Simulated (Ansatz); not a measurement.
This SiO₂ structure is the end of a relaxation. The cell was found from a structure generator's guess, not taken from experiment.

All numbers below come from DFT PBE, scalar-relativistic, plane waves, PAW (Ansatz 0.2.0). Cutoff 420 eV, Γ-centred mesh, Gaussian smearing, no spin polarisation.

```cif
data_structure
_symmetry_space_group_name_H-M 'P 1'
_symmetry_Int_Tables_number 1
_cell_length_a 6.5638
_cell_length_b 6.5638
_cell_length_c 5.0277
_cell_angle_alpha 90.000
_cell_angle_beta 90.000
_cell_angle_gamma 132.301
_cell_volume 160.21
loop_
_atom_site_label
_atom_site_type_symbol
_atom_site_fract_x
_atom_site_fract_y
_atom_site_fract_z
_atom_site_occupancy
Si1 Si 0.67300 0.32700 0.50000 1
Si2 Si 0.32700 0.67300 0.50000 1
Si3 Si 0.50000 0.50000 0.00000 1
O1 O 0.00000 0.50000 0.50000 1
O2 O 0.50000 0.00000 0.50000 1
O3 O 0.59898 0.40102 0.23121 1
O4 O 0.59898 0.40102 0.76879 1
O5 O 0.40102 0.59898 0.23121 1
O6 O 0.40102 0.59898 0.76879 1
```

Formation energies are uncorrected and refer to the elements' standard structures at the same level (O₂ as a molecule).

(1) What space group does it have?

(2) What is its formation energy per atom?

(3) Is it a metal?

(4) From what recipe could a structure generator have reached it?

## Answers

(1) Cmmm (No. 65). Conventional cell: a = 5.308 Å, b = 12.007 Å, c = 5.028 Å. Si on a site of symmetry m2m has 4 O at 1.62 Å; Si on a site of symmetry mmm is surrounded by 4 O at 1.66 Å; O on a site of symmetry 2/m has 2 Si at 1.62 Å; O on a site of symmetry m has 2 Si at 1.62–1.66 Å.

(2) −2.438 eV/atom.

(3) No, the gap on the 6×6×6 mesh is 2.71 eV.

(4) One such recipe: 4-connected net, bridging atoms on its edges (Cmmm, No. 65). Other recipes can lead to the same cell.

The last run used a 6×6×6 mesh for its 9-atom cell and Gaussian smearing of 0.02 eV. Kohn–Sham gaps at this level usually fall short of measured ones. Symmetry constrained the relaxation, so the result can be a saddle point. Another cell of SiO2 relaxed alike, in P4_2/mcm, lies 151 meV/atom lower, so this cell isn't the stable form at this level.
